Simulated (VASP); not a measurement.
**NaI in VASP 6.6.1, single-point calculation**

INCAR

```
NBANDS = 14
NSW = 0
IBRION = -1
BMIX = 0.5
GGA = PE
ISMEAR = -1
LREAL = .FALSE.
LASPH = .TRUE.
LCHARG = .FALSE.
PREC = Accurate
ISIF = 2
SIGMA = 0.02
LWAVE = .FALSE.
ENCUT = 520
EDIFF = 1E-7
NELM = 120
```

KPOINTS

```
KPOINTS created by Atomic Simulation Environment
0
Monkhorst-Pack
6 6 6
0 0 0
```

POSCAR

```
Na I
 1.0000000000000000
     0.0000000000000000    3.5431916337822096    3.5431916337822096
     3.5431916337822096    0.0000000000000000    3.5431916337822096
     3.5431916337822096    3.5431916337822096    0.0000000000000000
 Na  I
   1   1
Cartesian
 -0.0000000000000000  0.0000000000000000 -0.0000000000000000
  1.7715958168911048  1.7715958168911048  1.7715958168911048
```

The recommended PBE PAW datasets give the neutral cell 14 valence electrons.

Command

```
mpirun -np 1 vasp_std
```

Q: Predict the outcome of this run.

A: It converged. Results: gap between bands v and c on the k mesh 4.00 eV; least direct gap on the k mesh 4.00 eV; pressure 0.4 GPa. Band v is the last that the valence electrons fill when counted band by band, and c is the next.

OSZICAR

```
N       E                     dE             d eps       ncg     rms          rms(c)
DAV:   1     0.790227319888E+02    0.79023E+02   -0.64642E+03   800   0.853E+02
DAV:   2     0.173290236212E+01   -0.77290E+02   -0.71813E+02   820   0.197E+02
DAV:   3    -0.519543065544E+01   -0.69283E+01   -0.68889E+01  1006   0.593E+01
DAV:   4    -0.538564819303E+01   -0.19022E+00   -0.19018E+00  1022   0.103E+01
DAV:   5    -0.538888971643E+01   -0.32415E-02   -0.32415E-02  1056   0.128E+00    0.165E+00
DAV:   6    -0.527969287231E+01    0.10920E+00   -0.20808E-01   874   0.211E+00    0.116E+00
DAV:   7    -0.528359589346E+01   -0.39030E-02   -0.56835E-02   946   0.104E+00    0.830E-01
DAV:   8    -0.529030183936E+01   -0.67059E-02   -0.97849E-03   868   0.633E-01    0.248E-01
DAV:   9    -0.529013882045E+01    0.16302E-03   -0.36233E-04   922   0.144E-01    0.506E-02
DAV:  10    -0.529021207145E+01   -0.73251E-04   -0.11736E-04   982   0.675E-02    0.116E-02
DAV:  11    -0.529021292684E+01   -0.85539E-06   -0.61789E-06  1000   0.200E-02    0.314E-03
DAV:  12    -0.529021359424E+01   -0.66740E-06   -0.56050E-07   958   0.493E-03    0.613E-04
DAV:  13    -0.529021368043E+01   -0.86193E-07   -0.10660E-07   970   0.187E-03
   1 F= -.52902137E+01 E0= -.52902137E+01  d E =-.752728E-12
```

The shifted mesh misses Γ, so a band edge there is missed.

For comparison, a separate PBE run of the intended cell, on usual settings and not on those above, gives a gap of 3.82 eV on its mesh and a pressure of 0.4 GPa.
